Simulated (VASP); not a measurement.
# Hf (Pm-3m) in VASP: notebook

Aim: see how the results for Hf move with the level of theory and the settings. Levels: RPBE+D4, RPBE, PBE. Tasks: relaxation of cell and atoms, relaxation of the atoms.

Everything below comes from runs of VASP 6.6.1. Logs are shortened: lines on timing, memory, paths and dates and some standing lists are left out, and cuts for length are marked.

### 1 Starting point

It takes space group Pm-3m (No. 221, cubic). Conventional cell: a = 2.914 Å, b = 2.914 Å, c = 2.914 Å, α = 90.00°, β = 90.00°, γ = 90.00°. Hf (site symmetry m-3m) is surrounded by 6 Hf at 2.91 Å.

The cell was built by a generator and needn't be a form met in nature.

### 2 Relaxation of cell and atoms, RPBE+D4

Contents of INCAR:

```
SYSTEM = Hf
  PREC = Accurate
  ENCUT = 600
  EDIFF = 1E-6
  ISMEAR = -1
  SIGMA = 0.05
  LREAL = .FALSE.
  LASPH = .TRUE.
  NELM = 60
  ALGO = Fast
  ISIF = 3
  LWAVE = .FALSE.
  LCHARG = .FALSE.
  GGA = RP
  IVDW = 13
  IBRION = 2
  NSW = 60
  EDIFFG = -0.005
```

Contents of KPOINTS:

```
Automatic mesh
0
G
  9 9 9
  0 0 0
```

Contents of POSCAR:

```
Hf
1.0
    2.9138100000      0.0000000000      0.0000000000
    0.0000000000      2.9138100000      0.0000000000
    0.0000000000      0.0000000000      2.9138100000
Hf
1
Direct
    0.5000000000      0.5000000000      0.5000000000
```

Potentials or basis: VASP PAW PBE potentials, release 64 (Hf_pv).

On the command line:

```console
> cat potpaw_PBE.64/Hf_pv/POTCAR > POTCAR
> mpirun -np 1 vasp_std > vasp.out
```

OUTCAR:

```text
SYSTEM = Hf
   PREC = Accurate
   ENCUT = 600
   EDIFF = 1E-6
   ISMEAR = -1
   LREAL = .FALSE.
   LASPH = .TRUE.
   NELM = 60
   ISIF = 3
   GGA = RP
   IVDW = 13
   IBRION = 2
   NSW = 60
   EDIFFG = -0.005

 ion  position               nearest neighbor table
   1  0.500  0.500  0.500-

  LATTYP: Found a simple cubic cell.
 ALAT       =     2.9138100000

  Lattice vectors:

 A1 = (   2.9138100000,   0.0000000000,   0.0000000000)
 A2 = (   0.0000000000,   2.9138100000,   0.0000000000)
 A3 = (   0.0000000000,   0.0000000000,   2.9138100000)

Analysis of symmetry for initial positions (statically):
=====================================================================
 Subroutine PRICEL returns:
 Original cell was already a primitive cell.

 Routine SETGRP: Setting up the symmetry group for a
 simple cubic supercell.

 Subroutine GETGRP returns: Found 48 space group operations
 (whereof 48 operations were pure point group operations)
 out of a pool of 48 trial point group operations.

The static configuration has the point symmetry O_h .

Analysis of symmetry for dynamics (positions and initial velocities):
=====================================================================
 Subroutine PRICEL returns:
 Original cell was already a primitive cell.

 Routine SETGRP: Setting up the symmetry group for a
 simple cubic supercell.

 Subroutine GETGRP returns: Found 48 space group operations
 (whereof 48 operations were pure point group operations)
 out of a pool of 48 trial point group operations.

The dynamic configuration has the point symmetry O_h .

 Subroutine INISYM returns: Found 48 space group operations
 (whereof 48 operations are pure point group operations),
 and found     1 'primitive' translations

----------------------------------------------------------------------------------------

                                     Primitive cell

  volume of cell :      24.7391

  direct lattice vectors                    reciprocal lattice vectors
     2.913810000  0.000000000  0.000000000     0.343193276  0.000000000  0.000000000
     0.000000000  2.913810000  0.000000000     0.000000000  0.343193276  0.000000000
     0.000000000  0.000000000  2.913810000     0.000000000  0.000000000  0.343193276

  length of vectors
     2.913810000  2.913810000  2.913810000     0.343193276  0.343193276  0.343193276

  position of ions in fractional coordinates (direct lattice)
     0.500000000  0.500000000  0.500000000

  ion indices of the primitive-cell ions
   primitive index   ion index
[... 66 lines left out ...]
   ICHARG =      2    charge: 1-file 2-atom 10-const
   ISPIN  =      1    spin polarized calculation?
   LNONCOLLINEAR =      F non collinear calculations
   LSORBIT =      F    spin-orbit coupling
   LASPH  =      T    aspherical Exc in radial PAW
   ENCUT  =  600.0 eV  44.10 Ry    6.64 a.u.   5.82  5.82  5.82*2*pi/ulx,y,z
   NELM   =     60;   NELMIN=  2; NELMDL= -5     # of ELM steps
   EDIFF  = 0.1E-05   stopping-criterion for ELM
   LREAL  =      F    real-space projection
   EDIFFG = -.5E-02   stopping-criterion for IOM
   NSW    =     60    number of steps for IOM
   IBRION =      2    ionic relax: 0-MD 1-quasi-New 2-CG
   NFREE  =      1    steps in history (QN), initial steepest desc. (CG)
   ISIF   =      3    stress and relaxation
   ISYM   =      2    0-nonsym 1-usesym 2-fastsym
   POTIM  = 0.5000    time-step for ionic-motion
   TEBEG  =    0.0;   TEEND  =   0.0 temperature during run
   PSTRESS=    0.0 pullay stress
   NELECT =      10.0000    total number of electrons
   NUPDOWN=      -1.0000    fix difference up-down
   EMIN   =  10.00;   EMAX   =-10.00  energy-range for DOS
   EFERMI =   0.00;   METHOD = LEGACY
   ISMEAR =    -1;   SIGMA  =   0.05  broadening in eV -4-tet -1-fermi 0-gaus
   EFERMI_NEDOS =   21; number of points for ismear=-14 and -15
   IALGO  =     68    algorithm
   IMIX   =      4    mixing-type and parameters
     AMIX     =   0.40;   BMIX     =  1.00
     AMIX_MAG =   1.60;   BMIX_MAG =  1.00
  volume/ion in A,a.u.               =      24.74       166.95
  Fermi-wavevector in a.u.,A,eV,Ry     =   1.210450  2.287419 19.935117  1.465190
  Thomas-Fermi vector in A             =   2.345997
   LORBIT       =      0    0 simple, 1 ext, 2 COOP (PROOUT), +10 PAW based schemes
   GGA     = RP    functional components
   LHFCALC =     F    Hartree Fock is set to
   AEXX    =    0.0000 exact exchange contribution
   IVDW    =    13    specifies the selected vdW correction
   LEPSILON=     F    determine dielectric tensor
   LRPA    =     F    only Hartree local field effects (RPA)
 conjugate gradient relaxation of ions
 non-spin polarized calculation
 RMM-DIIS sequential band-by-band and
  energy-cutoff  :      600.00
  volume of cell :       24.74
 maximum number of plane-waves:       849
 NGX is ok and might be reduce to    24
   NGX = 11   NGY = 11   NGZ = 11

--------------------------------------- Ionic step        1  -------------------------------------------

 number of electron      10.0000004 magnetization

 Free energy of the ion-electron system (eV)
  ---------------------------------------------------
  ext. energy  EPLUGINS =         0.00000000
  ---------------------------------------------------
  free energy    TOTEN  =        -8.42803183 eV

  energy without entropy =       -8.41485729  energy(sigma->0) =       -8.42144456

------------------------ aborting loop because EDIFF is reached ----------------------------------------

  DFT-D4 for vdW energy calculation

  Edisp (eV):   -0.29962
[... 69 lines left out ...]
--------------------------------------- Ionic step        3  -------------------------------------------

 number of electron      10.0000004 magnetization

 Free energy of the ion-electron system (eV)
  ---------------------------------------------------
  ext. energy  EPLUGINS =         0.00000000
  ---------------------------------------------------
  free energy    TOTEN  =        -8.42914316 eV

  energy without entropy =       -8.41600727  energy(sigma->0) =       -8.42257522

 E-fermi :   3.8374     XC(G=0): -10.6569

 val. band max:        3.8016218708   @ k =   0.2222   0.1111   0.1111
 cond. band min:       3.8406711590   @ k =   0.4444   0.0000   0.0000
 fundamental gap:      0.0390492882
 Fermi energy:         3.8374450639

 k-point     1 :       0.0000    0.0000    0.0000
  band No.  band energies     occupation
      1     -26.1126      2.00000
      2     -26.1126      2.00000
      3     -26.1126      2.00000
      4      -2.5765      2.00000
      5       2.5105      2.00000
      6       2.5105      2.00000
      7      10.3795      0.00000
      8      10.3795      0.00000
      9      10.3795      0.00000
[... 265 lines left out ...]
 k-point    24 :       0.4444    0.3333    0.1111
  band No.  band energies     occupation
      1     -26.8902      2.00000
      2     -26.6822      2.00000
      3     -26.0800      2.00000
      4       1.7464      2.00000
      5       3.2877      1.99997
      6       5.9515      0.00000
      7       6.1468      0.00000
      8       8.1679      0.00000
      9       9.2478      0.00000

 [... further k-points ...]

------------------------ aborting loop because EDIFF is reached ----------------------------------------

  DFT-D4 for vdW energy calculation

  Edisp (eV):   -0.29859
[... 24 lines left out ...]
  FREE ENERGIE OF THE ION-ELECTRON SYSTEM (eV)
  ---------------------------------------------------
  free  energy   TOTEN  =        -8.7277286692 eV

  energy  without entropy=       -8.7145927786  energy(sigma->0) =       -8.72116072

 reached required accuracy - stopping structural energy minimisation
```

Wall time 7.7 s (1 thread of Intel Xeon 6975P-C (Granite Rapids), shared host); peak memory 0.15 GiB.

Results:

```
Free energy                            : -8.7277 eV
Relaxed volume                         : 24.83 Å³/atom
Relaxed cell                           : a = 2.917 Å, b = 2.917 Å, c = 2.917 Å, α = 90.00°, β = 90.00°, γ = 90.00°
Space group after relaxing (to 0.05 Å) : Pm-3m (No. 221)
Energy gained by relaxing              : 0.1 meV/atom
Ionic steps                            : 3
Pressure after relaxing                : 0.0 GPa
Band gap on the k mesh                 : none (metal or under the smearing width)
Dispersion energy per atom             : -0.299 eV
```

Final structure:
```yaml
crystal:
  lattice:
    - [2.91731, 0.00000, 0.00000]
    - [0.00000, 2.91731, 0.00000]
    - [0.00000, 0.00000, 2.91731]
  atoms:
    - { symbol: Hf, position: [0.50000, 0.50000, 0.50000] }
```

Caveat: the PAW data sets were made with another functional, which shifts forces and pressure a little; pairwise dispersion overbinds metals, which lowers pressure and volume. Spin-orbit coupling is left out, which matters for the levels of Hf.

(Continued in part 2 of 2.)
